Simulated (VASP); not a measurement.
# PbSe (Pm-3m) in VASP: a series of runs, part 2 of 2

VASP 6.6.1. The steps go on from the part before.

## (3) Single point, PBE

INCAR reads:

```
SYSTEM = PbSe
ALGO = Normal
EDIFF = 1E-6
ENCUT = 500
GGA = PE
ISIF = 2
ISMEAR = 0
LASPH = .True.
LCHARG = .False.
LREAL = .False.
LWAVE = .False.
NELM = 60
PREC = Accurate
SIGMA = 0.02
```

KPOINTS reads:

```
k-points
0
Gamma
  4 4 4
  0 0 0
```

POSCAR reads:

```
PbSe
1.0
    3.7843220000      0.0000000000      0.0000000000
    0.0000000000      3.7843220000      0.0000000000
    0.0000000000      0.0000000000      3.7843220000
Pb Se
1 1
Direct
    0.0000000000      0.0000000000      0.0000000000
    0.5000000000      0.5000000000      0.5000000000
```

Potentials or basis: VASP PAW PBE potentials, release 64 (Pb_d_GW, Se_GW).

Launch:

```sh
> cat potpaw_PBE.64/Pb_d_GW/POTCAR potpaw_PBE.64/Se_GW/POTCAR > POTCAR
> mpirun -np 1 vasp_std > vasp.out
```

OUTCAR:

```text
SYSTEM = PbSe
   EDIFF = 1E-6
   ENCUT = 500
   GGA = PE
   ISIF = 2
   ISMEAR = 0
   LASPH = .True.
   LREAL = .False.
   NELM = 60
   PREC = Accurate

 ion  position               nearest neighbor table
   1  0.000  0.000  0.000-
   2  0.500  0.500  0.500-

  LATTYP: Found a simple cubic cell.
 ALAT       =     3.7843220000

  Lattice vectors:

 A1 = (   3.7843220000,   0.0000000000,   0.0000000000)
 A2 = (   0.0000000000,   3.7843220000,   0.0000000000)
 A3 = (   0.0000000000,   0.0000000000,   3.7843220000)

Analysis of symmetry for initial positions (statically):
=====================================================================
 Subroutine PRICEL returns:
 Original cell was already a primitive cell.

 Routine SETGRP: Setting up the symmetry group for a
 simple cubic supercell.

 Subroutine GETGRP returns: Found 48 space group operations
 (whereof 48 operations were pure point group operations)
 out of a pool of 48 trial point group operations.

The static configuration has the point symmetry O_h .

Analysis of symmetry for dynamics (positions and initial velocities):
=====================================================================
 Subroutine PRICEL returns:
 Original cell was already a primitive cell.

 Routine SETGRP: Setting up the symmetry group for a
 simple cubic supercell.

 Subroutine GETGRP returns: Found 48 space group operations
 (whereof 48 operations were pure point group operations)
 out of a pool of 48 trial point group operations.

The dynamic configuration has the point symmetry O_h .

 Subroutine INISYM returns: Found 48 space group operations
 (whereof 48 operations are pure point group operations),
 and found     1 'primitive' translations

----------------------------------------------------------------------------------------

                                     Primitive cell

  volume of cell :      54.1956

[... 102 lines left out ...]
   LEPSILON=     F    determine dielectric tensor
   LRPA    =     F    only Hartree local field effects (RPA)
 non-spin polarized calculation
 Gauss-broadening in eV      SIGMA  =   0.02
  energy-cutoff  :      500.00
  volume of cell :       54.20
 maximum number of plane-waves:      1406
 NGX is ok and might be reduce to    28
   NGX = 13   NGY = 13   NGZ = 13

 number of electron      22.0000010 magnetization

 Free energy of the ion-electron system (eV)
  ---------------------------------------------------
  ext. energy  EPLUGINS =         0.00000000
  ---------------------------------------------------
  free energy    TOTEN  =        -7.62270654 eV

  energy without entropy =       -7.62270652  energy(sigma->0) =       -7.62270653

 E-fermi :   3.3353     XC(G=0): -10.0173

 val. band max:        3.2657517935   @ k =   0.5000   0.2500   0.0000
 cond. band min:       3.4009781784   @ k =   0.5000   0.5000   0.0000
 fundamental gap:      0.1352263849
 Fermi energy:         3.3353355013

 k-point     1 :       0.0000    0.0000    0.0000
  band No.  band energies     occupation
      1    -136.1774      2.00000
      2     -13.5589      2.00000
      3     -13.5589      2.00000
      4     -13.4071      2.00000
      5     -13.4071      2.00000
      6     -13.4071      2.00000
      7      -9.8034      2.00000
      8      -3.7051      2.00000
      9       1.9065      2.00000
     10       1.9065      2.00000
     11       1.9065      2.00000
     12       8.5092      0.00000
     13       8.5092      0.00000
     14       9.4238      0.00000
[... 149 lines left out ...]
      2     -13.4980      2.00000
      3     -13.4980      2.00000
      4     -13.4980      2.00000
      5     -13.3676      2.00000
      6     -13.3676      2.00000
      7      -7.8601      2.00000
      8      -3.0847      2.00000
      9       1.0709      2.00000
     10       1.0709      2.00000
     11       1.0709      2.00000
     12       2.7689      2.00000
     13       2.7689      2.00000
     14       2.7689      2.00000
     15      17.1671      0.00000

------------------------ aborting loop because EDIFF is reached ----------------------------------------

  FORCE on cell =-STRESS in cart. coord.  units (eV):
  Direction    XX          YY          ZZ          XY          YZ          ZX
  --------------------------------------------------------------------------------------
  -------------------------------------------------------------------------------------
  Total        0.1478703      0.1478703      0.1478703     -0.0000000      0.0000000      0.0000000
  in kB        4.3714693      4.3714693      4.3714693     -0.0000000      0.0000000      0.0000000
  external PRESSURE =       4.3714693 kB  Pullay stress =       0.0000000 kB

 VOLUME and BASIS-vectors are now :
 -----------------------------------------------------------------------------
  energy-cutoff  :      500.00
  volume of cell :       54.20
      direct lattice vectors                 reciprocal lattice vectors
     3.784322000  0.000000000  0.000000000     0.264248127  0.000000000  0.000000000
     0.000000000  3.784322000  0.000000000     0.000000000  0.264248127  0.000000000
     0.000000000  0.000000000  3.784322000     0.000000000  0.000000000  0.264248127

 POSITION                                       TOTAL-FORCE (eV/Angst)
 -----------------------------------------------------------------------------------
      0.00000      0.00000      0.00000         0.000000      0.000000      0.000000
      1.89216      1.89216      1.89216         0.000000      0.000000      0.000000
 -----------------------------------------------------------------------------------
    total drift:                               -0.000000      0.000000     -0.000000

  FREE ENERGIE OF THE ION-ELECTRON SYSTEM (eV)
  ---------------------------------------------------
  free  energy   TOTEN  =        -7.6227065386 eV

  energy  without entropy=       -7.6227065158  energy(sigma->0) =       -7.62270653
```

OSZICAR:

```text
N       E                     dE             d eps       ncg     rms          rms(c)
DAV:   1     0.171889889017E+03    0.17189E+03   -0.10555E+04   349   0.215E+03
DAV:   2    -0.966613284694E+00   -0.17286E+03   -0.16900E+03   425   0.519E+02
DAV:   3    -0.794269165527E+01   -0.69761E+01   -0.69298E+01   442   0.854E+01
DAV:   4    -0.808516532013E+01   -0.14247E+00   -0.14246E+00   363   0.114E+01
DAV:   5    -0.809426720625E+01   -0.91019E-02   -0.91018E-02   500   0.347E+00    0.259E+00
DAV:   6    -0.762922999718E+01    0.46504E+00   -0.18020E+00   440   0.123E+01    0.740E-01
DAV:   7    -0.762352568467E+01    0.57043E-02   -0.82763E-02   373   0.221E+00    0.431E-01
DAV:   8    -0.762268689512E+01    0.83879E-03   -0.10913E-02   370   0.214E+00    0.664E-02
DAV:   9    -0.762267335491E+01    0.13540E-04   -0.56512E-04   405   0.477E-01    0.279E-02
DAV:  10    -0.762270545359E+01   -0.32099E-04   -0.47190E-05   363   0.977E-02    0.769E-03
DAV:  11    -0.762270773364E+01   -0.22801E-05   -0.21412E-05   377   0.627E-02    0.501E-03
DAV:  12    -0.762270638303E+01    0.13506E-05   -0.37623E-06   271   0.162E-02    0.681E-04
DAV:  13    -0.762270653856E+01   -0.15553E-06   -0.40807E-07   178   0.481E-03
   1 F= -.76227065E+01 E0= -.76227065E+01  d E =-.227986E-07
```

It took 17 s on 1 thread of Intel Xeon Platinum 8175M at 2.50GHz (Skylake/Cascade Lake), shared host; peak memory 0.16 GiB.

What came out:

```yaml
Free_energy: -7.6227 eV
Pressure: 0.4 GPa
Band_gap_on_the_k_mesh: none (metal or under the smearing width)
```

Levels at points of the mesh, in eV from the Fermi level:
```
           k point  band 7  band 8  band 9  band 10  band 11  band 12  band 13  band 14  band 15
(0.00, 0.00, 0.00)  -13.14   -7.04   -1.43    -1.43    -1.43     5.17     5.17     6.09     6.09
(0.50, 0.00, 0.00)  -12.07   -8.94   -0.22    -0.19    -0.19     0.13     3.42     3.42     6.55
(0.50, 0.50, 0.00)  -11.43   -7.46   -4.29    -4.29     0.07     4.16     4.16     5.00     6.83
(0.50, 0.50, 0.50)  -11.20   -6.42   -2.26    -2.26    -2.26    -0.57    -0.57    -0.57    13.83
```

Caveat: the k mesh is coarse (spacing up to 0.42 Å⁻¹), so the values aren't converged. Spin-orbit coupling is left out, which matters for the levels of Pb.

## (4) For comparison

An earlier run on the cell as given: functional PBE; potentials or basis VASP PAW PBE potentials, release 64 (Pb_d, Se); cutoff 520 eV; k mesh 7 × 7 × 7; occupations fermi-dirac, width 0.05 eV; no spin polarisation.

- Pressure: -0.2 GPa
- Band gap on the k mesh: none (metal or under the smearing width)

## (5) Overview

```tsv
task	level	potentials or basis	cell	k mesh	cutoff (eV)	smearing	grid for exact exchange (PRECFOCK)	exchange at q = 0	mesh quality	gap on the mesh (eV)	pressure (GPa)
relaxation of cell and atoms	r2SCANh	VASP PAW PBE potentials, release 64 (Pb_d, Se)	relaxed	4 × 4 × 4	600	gaussian 0.05 eV	Fast	default	coarse	none	0.0
single point	PBE	VASP PAW PBE potentials, release 64 (Pb_d_GW, Se_GW)	as given	4 × 4 × 4	500	gaussian 0.02 eV	-	-	coarse	none	0.4
single point	PBE	VASP PAW PBE potentials, release 64 (Pb_d, Se)	as given	7 × 7 × 7	520	fermi-dirac 0.05 eV	-	-	not flagged	none	-0.2
```

Alike in all rows: no spin polarisation.

Caveats: some runs use coarse meshes; the PAW data sets were made with another functional, which shifts forces and pressure a little (some runs).

Total energies depend on the potentials used, so only differences within one code and one set of settings carry meaning.
